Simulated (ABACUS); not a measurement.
The system is AlRu.

```
CELL_PARAMETERS angstrom
2.99160 0.00000 0.00000
0.00000 2.99160 0.00000
0.00000 0.00000 2.99160
ATOMIC_POSITIONS crystal
Ru 0.50000 0.50000 0.50000
Al 0.00000 0.00000 0.00000
```

```yaml
Program: ABACUS 3.10.1
Task: single point
Functional: PBE
Potentials_or_basis: PseudoDojo NC SR 0.4.1 PBE standard
Cutoff: 1361 eV
Density_cutoff: 5442 eV
Basis: DZP LCAO (the cutoffs set its grid)
k_mesh: 9 × 9 × 9
Occupations: fermi-dirac, width 0.05 eV
Spin: no spin polarisation
```

On this cell: pressure 3.5 GPa; largest force zero by symmetry; band gap on the k mesh none (metal or under the smearing width).

The same run follows on a disturbed copy (atoms moved at random, drawn with an rms of 0.05 Å):

```
CELL_PARAMETERS angstrom
2.99160 0.00000 0.00000
0.00000 2.99160 0.00000
0.00000 0.00000 2.99160
ATOMIC_POSITIONS crystal
Ru 0.49700 0.51102 0.48780
Al 0.99568 0.99117 0.01002
```

Question: What does the disturbed cell give?

Answer: The energy (extrapolated to zero smearing) moves by +16.4 meV/atom; pressure 4.1 GPa; largest force 0.742 eV/Å; band gap on the k mesh none (metal or under the smearing width).

Forces on the atoms (eV/Å):
```
Ru  -0.033 -0.494  0.552
Al   0.033  0.494 -0.552
```

Stress tensor (GPa, compression positive):
```
 4.35  0.04 -0.04
 0.04  4.01 -0.64
-0.04 -0.64  3.92
```

Caveats: the atomic orbitals were generated for these runs and aren't a published set; the basis of atomic orbitals isn't converged, which shifts pressures, moduli and gaps.
